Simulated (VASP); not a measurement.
# MgS (P1) in VASP: single point with r2SCAN

Aim: the single point of MgS with r2SCAN.

Everything below comes from runs of VASP 6.6.1. Logs are shortened: lines on timing, memory, paths and dates and some standing lists are left out, and cuts for length are marked.

**1. The structure**

The typed cell holds 2 atoms: a = 3.828 Å, b = 3.744 Å, c = 3.775 Å, α = 59.44°, β = 60.18°, γ = 60.82°.

The cell was built by a generator and needn't be a form met in nature.

**2. Single point, r2SCAN**

POSCAR

```
MgS
1.0
   -0.0444750000      2.7253320000      2.6882630000
    2.6657770000      0.0149740000      2.6288140000
    2.6691610000      2.6692670000      0.0115900000
S Mg
1 1
Direct
    0.5216250000      0.4900380000      0.4819390000
    0.9963190000      0.0134890000      0.9800760000
```

INCAR.step1

```
PREC     = Accurate       # precision mode
ENCUT    = 520            # plane-wave cutoff, eV
ISMEAR   = -1             # smearing method
SIGMA    = 0.053          # smearing width, eV
LREAL    = F              # projectors in reciprocal space
LASPH    = T              # aspherical terms in the spheres
NELM     = 80             # most SCF steps
NBANDS   = 11             # bands
GGA      = PE             # functional
ALGO     = Normal         # electronic algorithm
EDIFF    = 1E-4           # SCF threshold, eV
LWAVE    = T              # write WAVECAR
LCHARG   = F              # write CHGCAR
```

INCAR.step2

```
PREC     = Accurate       # precision mode
ENCUT    = 520            # plane-wave cutoff, eV
EDIFF    = 1E-7           # SCF threshold, eV
ISMEAR   = -1             # smearing method
SIGMA    = 0.053          # smearing width, eV
LREAL    = F              # projectors in reciprocal space
LASPH    = T              # aspherical terms in the spheres
NELM     = 80             # most SCF steps
ALGO     = Normal         # electronic algorithm
ISIF     = 2              # what is computed and relaxed
LWAVE    = F              # write WAVECAR
LCHARG   = F              # write CHGCAR
METAGGA  = R2SCAN         # meta-GGA
LMIXTAU  = T            
NBANDS   = 11             # bands
ISTART   = 1
```

KPOINTS

```
regular mesh
0
Gamma
  6 6 6
```

Potentials or basis: VASP PAW PBE potentials, release 64 (S, Mg).

On the command line:

```bash
$ cat potpaw_PBE.64/S/POTCAR potpaw_PBE.64/Mg/POTCAR > POTCAR
$ cp INCAR.step1 INCAR
$ mpirun -np 1 vasp_std > vasp.out
$ cp INCAR.step2 INCAR
$ mpirun -np 1 vasp_std > vasp.out
```

OUTCAR:

```text
PREC = Accurate
   ENCUT = 520
   EDIFF = 1E-7
   ISMEAR = -1
   LREAL = F
   LASPH = T
   NELM = 80
   ISIF = 2
   METAGGA = R2SCAN
   ISTART = 1

 ion  position               nearest neighbor table
   1  0.522  0.490  0.482-   2 2.62   2 2.63   2 2.65   2 2.66   2 2.75   2 2.76
   2  0.996  0.013  0.980-   1 2.62   1 2.63   1 2.65   1 2.66   1 2.75   1 2.76

  LATTYP: Found a triclinic cell.
 ALAT       =     3.8120259671
 B/A-ratio  =     1.4112660473
 C/A-ratio  =     0.9778577441
 COS(alpha) =     0.0017150932
 COS(beta)  =     0.4831758417
 COS(gamma) =     0.7181718112

  Lattice vectors:

 A1 = (  -2.7136360000,   0.0560650000,   2.6766730000)
 A2 = (  -5.3794130000,   0.0410910000,   0.0478590000)
 A3 = (  -0.0033840000,  -2.6542930000,   2.6172240000)

Analysis of symmetry for initial positions (statically):
=====================================================================
 Subroutine PRICEL returns:
 Original cell was already a primitive cell.

 Routine SETGRP: Setting up the symmetry group for a
 triclinic supercell.

 Subroutine GETGRP returns: Found  1 space group operations
 (whereof  1 operations were pure point group operations)
 out of a pool of  2 trial point group operations.

The static configuration has the point symmetry C_1 .

Analysis of symmetry for dynamics (positions and initial velocities):
=====================================================================
 Subroutine PRICEL returns:
 Original cell was already a primitive cell.

 Routine SETGRP: Setting up the symmetry group for a
 triclinic supercell.

 Subroutine GETGRP returns: Found  1 space group operations
 (whereof  1 operations were pure point group operations)
 out of a pool of  2 trial point group operations.

The dynamic configuration has the point symmetry C_1 .

 Subroutine INISYM returns: Found  1 space group operations
 (whereof  1 operations are pure point group operations),
 and found     1 'primitive' translations

----------------------------------------------------------------------------------------

                                     Primitive cell

  volume of cell :      38.3721

  direct lattice vectors                    reciprocal lattice vectors
    -0.044475000  2.725332000  2.688263000    -0.182862728  0.182054812  0.184396905
     2.665777000  0.014974000  2.628814000     0.186179515 -0.187008687  0.192667568
     2.669161000  2.669267000  0.011590000     0.185659131  0.189805090 -0.189350780

  length of vectors
     3.828337824  3.743962377  3.774856433     0.317151305  0.326735141  0.326111949

  position of ions in fractional coordinates (direct lattice)
     0.521625000  0.490038000  0.481939000
     0.996319000  0.013489000  0.980076000

  ion indices of the primitive-cell ions
   primitive index   ion index
                 1           1
                 2           2

----------------------------------------------------------------------------------------

 KPOINTS: regular mesh

Automatic generation of k-mesh.
 Grid dimensions read from file:
 generate k-points for:    6    6    6

 Generating k-lattice:

  Cartesian coordinates                     Fractional coordinates (reciprocal lattice)
    -0.030477121  0.030342469  0.030732817     0.166666667  0.000000000 -0.000000000
     0.031029919 -0.031168115  0.032111261     0.000000000  0.166666667 -0.000000000
     0.030943188  0.031634182 -0.031558463    -0.000000000  0.000000000  0.166666667

  Length of vectors
     0.052858551  0.054455857  0.054351991

  Shift w.r.t. Gamma in fractional coordinates (k-lattice)
     0.000000000  0.000000000  0.000000000

 Subroutine IBZKPT returns following result:
 ===========================================

 Found    112 irreducible k-points:

 Following reciprocal coordinates:
            Coordinates               Weight
  0.000000  0.000000  0.000000      1.000000
  0.166667  0.000000 -0.000000      2.000000
  0.333333  0.000000 -0.000000      2.000000
  0.500000  0.000000 -0.000000      1.000000
  0.000000  0.166667  0.000000      2.000000
  0.166667  0.166667  0.000000      2.000000
[... 16 lines left out ...]
  0.333333  0.000000  0.166667      2.000000
  0.500000  0.000000  0.166667      2.000000
 [... further k-points ...]
   k-points           NKPTS =    112   k-points in BZ     NKDIM =    112   number of bands    NBANDS=     11
   number of dos      NEDOS =    301   number of ions     NIONS =      2
   total plane-waves  NPLWV =  21952
   dimension x,y,z NGX =    28 NGY =   28 NGZ =   28
   dimension x,y,z NGXF=    56 NGYF=   56 NGZF=   56
   ions per type =               1   1
   NGX,Y,Z   is equivalent  to a cutoff of  12.16, 12.43, 12.33 a.u.
   NGXF,Y,Z  is equivalent  to a cutoff of  24.32, 24.87, 24.66 a.u.
 SYSTEM =  unknown system
   PREC   = accura    normal or accurate (medium, high low for compatibility)
   ISTART =      1    job   : 0-new  1-cont  2-samecut
   ICHARG =      0    charge: 1-file 2-atom 10-const
   ISPIN  =      1    spin polarized calculation?
   LNONCOLLINEAR =      F non collinear calculations
   LSORBIT =      F    spin-orbit coupling
   LASPH  =      T    aspherical Exc in radial PAW
   ENCUT  =  520.0 eV  38.22 Ry    6.18 a.u.   7.12  6.96  7.02*2*pi/ulx,y,z
   NELM   =     80;   NELMIN=  2; NELMDL=  0     # of ELM steps
   EDIFF  = 0.1E-06   stopping-criterion for ELM
   LREAL  =      F    real-space projection
   EDIFFG = 0.1E-05   stopping-criterion for IOM
   NSW    =      0    number of steps for IOM
   IBRION =     -1    ionic relax: 0-MD 1-quasi-New 2-CG
   NFREE  =      0    steps in history (QN), initial steepest desc. (CG)
   ISIF   =      2    stress and relaxation
   ISYM   =      2    0-nonsym 1-usesym 2-fastsym
   POTIM  = 0.5000    time-step for ionic-motion
   TEBEG  =    0.0;   TEEND  =   0.0 temperature during run
   PSTRESS=    0.0 pullay stress
   NELECT =       8.0000    total number of electrons
   NUPDOWN=      -1.0000    fix difference up-down
   EMIN   =  10.00;   EMAX   =-10.00  energy-range for DOS
   EFERMI =   0.00;   METHOD = LEGACY
   ISMEAR =    -1;   SIGMA  =   0.05  broadening in eV -4-tet -1-fermi 0-gaus
   EFERMI_NEDOS =   21; number of points for ismear=-14 and -15
   IALGO  =     38    algorithm
   IMIX   =      4    mixing-type and parameters
     AMIX     =   0.40;   BMIX     =  1.00
     AMIX_MAG =   1.60;   BMIX_MAG =  1.00
  volume/ion in A,a.u.               =      19.19       129.47
  Fermi-wavevector in a.u.,A,eV,Ry     =   0.970732  1.834418 12.821060  0.942321
  Thomas-Fermi vector in A             =   2.100892
   LORBIT       =      0    0 simple, 1 ext, 2 COOP (PROOUT), +10 PAW based schemes
   METAGGA = R2SCAN    functional components
   LHFCALC =     F    Hartree Fock is set to
   AEXX    =    0.0000 exact exchange contribution
   IVDW    =     0    specifies the selected vdW correction
   LEPSILON=     F    determine dielectric tensor
   LRPA    =     F    only Hartree local field effects (RPA)
 non-spin polarized calculation
  energy-cutoff  :      520.00
  volume of cell :       38.37
 maximum number of plane-waves:      1045
   NGX = 15   NGY = 13   NGZ = 13

 number of electron       8.0000000 magnetization

 Free energy of the ion-electron system (eV)
  ---------------------------------------------------
  ext. energy  EPLUGINS =         0.00000000
  ---------------------------------------------------
  free energy    TOTEN  =       -15.42485256 eV

  energy without entropy =      -15.42485256  energy(sigma->0) =      -15.42485256

 E-fermi :   3.9748     XC(G=0):  -9.7138

 val. band max:        2.8762206534   @ k =   0.0000   0.0000   0.0000
 cond. band min:       5.9645699479   @ k =   0.5000   0.5000   0.0000
 fundamental gap:      3.0883492945
 Fermi energy:         3.9747850542

 k-point     1 :       0.0000    0.0000    0.0000
  band No.  band energies     occupation
      1      -9.9459      2.00000
      2       2.5843      2.00000
      3       2.8331      2.00000
      4       2.8762      2.00000
      5       6.6748      0.00000
      6      11.0469      0.00000
      7      11.4065      0.00000
      8      11.6009      0.00000
      9      13.5319      0.00000
     10      13.7062      0.00000
     11      15.9004      0.00000

 k-point     2 :       0.1667    0.0000   -0.0000
  band No.  band energies     occupation
      1      -9.7247      2.00000
      2       1.1178      2.00000
      3       2.6907      2.00000
      4       2.7419      2.00000
      5       7.8820      0.00000
      6      10.7359      0.00000
      7      11.5879      0.00000
      8      11.7879      0.00000
      9      12.9235      0.00000
     10      13.0740      0.00000
     11      15.7536      0.00000

 k-point     3 :       0.3333    0.0000   -0.0000
  band No.  band energies     occupation
      1      -9.2065      2.00000
      2      -0.8865      2.00000
      3       2.4411      2.00000
      4       2.5096      2.00000
      5       8.2193      0.00000
      6      10.7075      0.00000
      7      10.8980      0.00000
      8      12.1033      0.00000
      9      14.7161      0.00000
     10      14.8348      0.00000
     11      15.0500      0.00000
[... 267 lines left out ...]
 k-point    23 :       0.3333    0.0000    0.1667
  band No.  band energies     occupation
      1      -9.2217      2.00000
      2      -0.2163      2.00000
      3       1.8898      2.00000
      4       2.0969      2.00000
      5       8.6236      0.00000
      6       9.8611      0.00000
      7      10.7880      0.00000
      8      12.2791      0.00000
      9      13.9685      0.00000
     10      15.4877      0.00000
     11      17.2100      0.00000

 k-point    24 :       0.5000    0.0000    0.1667
  band No.  band energies     occupation
      1      -8.8097      2.00000
      2      -1.3585      2.00000
      3       1.4150      2.00000
      4       2.0709      2.00000
      5       8.5690      0.00000
      6       9.8366      0.00000
      7      11.3620      0.00000
      8      12.4403      0.00000
      9      15.3862      0.00000
     10      17.3600      0.00000
     11      17.5386      0.00000

 [... further k-points ...]

------------------------ aborting loop because EDIFF is reached ----------------------------------------

  FORCE on cell =-STRESS in cart. coord.  units (eV):
  Direction    XX          YY          ZZ          XY          YZ          ZX
  --------------------------------------------------------------------------------------
  -------------------------------------------------------------------------------------
  Total       -1.4743016     -1.4269780     -1.3339691      0.2032397     -0.3579201      0.2449893
  in kB      -61.5574990    -59.5815667    -55.6981036      8.4860044    -14.9444789     10.2292016
  external PRESSURE =     -58.9457231 kB  Pullay stress =       0.0000000 kB

 VOLUME and BASIS-vectors are now :
 -----------------------------------------------------------------------------
  energy-cutoff  :      520.00
  volume of cell :       38.37
      direct lattice vectors                 reciprocal lattice vectors
    -0.044475000  2.725332000  2.688263000    -0.182862728  0.182054812  0.184396905
     2.665777000  0.014974000  2.628814000     0.186179515 -0.187008687  0.192667568
     2.669161000  2.669267000  0.011590000     0.185659131  0.189805090 -0.189350780

 POSITION                                       TOTAL-FORCE (eV/Angst)
 -----------------------------------------------------------------------------------
      2.56951      2.71536      2.69607         0.074494     -0.097289     -0.008240
      2.60763      5.33159      2.72519        -0.074494      0.097289      0.008240
 -----------------------------------------------------------------------------------
    total drift:                                0.001536      0.001247      0.000513

  FREE ENERGIE OF THE ION-ELECTRON SYSTEM (eV)
  ---------------------------------------------------
  free  energy   TOTEN  =       -15.4248525576 eV

  energy  without entropy=      -15.4248525576  energy(sigma->0) =      -15.42485256
```

Run time: 82 s. Hardware: 1 thread of Intel Xeon 6975P-C (Granite Rapids), shared host; peak memory 0.19 GiB.

Results:

- Free energy: -15.4249 eV
- Pressure: -5.9 GPa
- Largest force: 0.123 eV/Å
- Band gap on the k mesh: 3.09 eV, indirect (least direct gap 3.80 eV)

Forces in eV/Å, atoms in the order of the input:
```
S    0.074 -0.097 -0.008
Mg  -0.074  0.097  0.008
```

Stress tensor (GPa, compression positive):
```
-6.16  0.85  1.02
 0.85 -5.96 -1.49
 1.02 -1.49 -5.57
```

Caveat: the PAW data sets were made with another functional, which shifts forces and pressure a little. A k mesh can miss the band edges.
